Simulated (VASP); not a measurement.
Computed with vdW-DF2, VASP's PBE PAW potentials (set 64) (plane waves; VASP).

VASP ran on this input.

**INCAR**
```
AGGAC=0.0
ALGO=Normal
EDIFF=1E-6
EDIFFG=-0.01
ENCUT=520
GGA=ML
IBRION=2
ISIF=3
ISMEAR=0
LASPH=.TRUE.
LCHARG=.FALSE.
LMAXMIX=4
LREAL=.FALSE.
LUSE_VDW=.TRUE.
LWAVE=.FALSE.
NELM=100
NSW=60
PREC=Accurate
SIGMA=0.05
SYSTEM=CsI
ZAB_VDW=-1.8867
```

### KPOINTS
```
K-points
0
gamma
5 5 5
0 0 0
```

**POSCAR**
```
CsI
1.0
  4.6953147136   0.0000000000   0.0000000000
  0.0000000000   4.6953147136   0.0000000000
  0.0000000000   0.0000000000   4.6953147136
Cs I
1 1
Cart
  0.0000000000   0.0000000000   0.0000000000
  2.3476573568   2.3476573568   2.3476573568
```

POTCAR, in this order: Cs_sv I (PBE.64 set). Program: vasp_std.

The resulting files:

OSZICAR:
```
       N       E                     dE             d eps       ncg     rms          rms(c)
DAV:   1     0.949230689372E+02    0.94923E+02   -0.59878E+03   240   0.108E+03
DAV:   2     0.651909730252E+01   -0.88404E+02   -0.83665E+02   368   0.159E+02
DAV:   3    -0.117687992141E+01   -0.76960E+01   -0.76701E+01   296   0.552E+01
DAV:   4    -0.131669190078E+01   -0.13981E+00   -0.13978E+00   288   0.859E+00
DAV:   5    -0.131842079328E+01   -0.17289E-02   -0.17288E-02   316   0.106E+00    0.157E+00
DAV:   6    -0.114842745771E+01    0.16999E+00   -0.23555E-01   280   0.232E+00    0.108E+00
DAV:   7    -0.110103857289E+01    0.47389E-01   -0.15190E-01   276   0.207E+00    0.498E-01
DAV:   8    -0.109791469058E+01    0.31239E-02   -0.12372E-02   288   0.919E-01    0.731E-02
DAV:   9    -0.109775269806E+01    0.16199E-03   -0.21530E-03   276   0.313E-01    0.870E-02
DAV:  10    -0.109777255509E+01   -0.19857E-04   -0.17280E-04   292   0.126E-01    0.143E-02
DAV:  11    -0.109776658424E+01    0.59708E-05   -0.69489E-05   288   0.464E-02    0.822E-03
DAV:  12    -0.109776810632E+01   -0.15221E-05   -0.11971E-05   284   0.262E-02    0.103E-03
DAV:  13    -0.109776790146E+01    0.20486E-06   -0.43484E-07   188   0.576E-03
   1 F= -.10977679E+01 E0= -.10977679E+01  d E =-.109777E+01
```

File OUTCAR:
```
------------------------ aborting loop because EDIFF is reached ----------------------------------------
  FORCE on cell =-STRESS in cart. coord.  units (eV):
  Direction    XX          YY          ZZ          XY          YZ          ZX
  --------------------------------------------------------------------------------------
  Total       -0.0054385     -0.0054385     -0.0054385     -0.0000000      0.0000000      0.0000000
  in kB       -0.0841778     -0.0841778     -0.0841778     -0.0000000      0.0000000      0.0000000
  external PRESSURE =      -0.0841778 kB  Pullay stress =       0.0000000 kB
  volume of cell :      103.51
      direct lattice vectors                 reciprocal lattice vectors
     4.695314714  0.000000000  0.000000000     0.212978269  0.000000000  0.000000000
     0.000000000  4.695314714  0.000000000     0.000000000  0.212978269  0.000000000
     0.000000000  0.000000000  4.695314714     0.000000000  0.000000000  0.212978269
 POSITION                                       TOTAL-FORCE (eV/Angst)
 -----------------------------------------------------------------------------------
      0.00000      0.00000      0.00000         0.000000      0.000000      0.000000
      2.34766      2.34766      2.34766         0.000000      0.000000      0.000000
 -----------------------------------------------------------------------------------
    total drift:                               -0.000000      0.000000      0.000000
  FREE ENERGIE OF THE ION-ELECTRON SYSTEM (eV)
  ---------------------------------------------------
  free  energy   TOTEN  =        -1.0977679015 eV

  energy  without entropy=       -1.0977679015  energy(sigma->0) =       -1.09776790

 reached required accuracy - stopping structural energy minimisation
```
(Selected blocks of OUTCAR.)

File OUTCAR:
```
 val. band max:        0.2606024187   @ k =   0.4000   0.4000   0.0000

 cond. band min:       3.7126351673   @ k =   0.0000   0.0000   0.0000


 Fermi energy:         0.5269725704

 k-point     1 :       0.0000    0.0000    0.0000
  band No.  band energies     occupation
      1     -20.2330      2.00000
      2     -10.2907      2.00000
      3      -6.9302      2.00000
      4      -6.9302      2.00000
      5      -6.9302      2.00000
      6       0.2042      2.00000
      7       0.2042      2.00000
      8       0.2042      2.00000
      9       3.7126      0.00000
     10       4.4034      0.00000
     11       4.4034      0.00000
     12       7.7281      0.00000

 k-point     2 :       0.2000    0.0000    0.0000
  band No.  band energies     occupation
      1     -20.2270      2.00000
      2     -10.2900      2.00000
      3      -6.9821      2.00000
      4      -6.9143      2.00000
      5      -6.9143      2.00000
      6      -0.3516      2.00000
      7       0.1662      2.00000
      8       0.1662      2.00000
      9       4.4791      0.00000
     10       4.6163      0.00000
     11       5.1270      0.00000
     12       7.6411      0.00000

 k-point     3 :       0.4000    0.0000    0.0000
  band No.  band energies     occupation
      1     -20.2173      2.00000
      2     -10.2908      2.00000
      3      -7.0554      2.00000
      4      -6.8880      2.00000
      5      -6.8880      2.00000
      6      -1.0074      2.00000
      7       0.1023      2.00000
      8       0.1023      2.00000
      9       5.1303      0.00000
     10       5.8960      0.00000
     11       6.3616      0.00000
     12       7.3541      0.00000

 k-point     4 :       0.2000    0.2000    0.0000
  band No.  band energies     occupation
      1     -20.2212      2.00000
      2     -10.2743      2.00000
      3      -7.0335      2.00000
      4      -6.9447      2.00000
      5      -6.9001      2.00000
      6      -0.4313      2.00000
...
```

Unless said otherwise, spin-orbit coupling is left out, though it shifts the bands of the heavy elements here.

The compound is CsI in the CsCl type structure. It was relaxed first, which changed the volume by +8 %. The start is the result of an earlier pass.
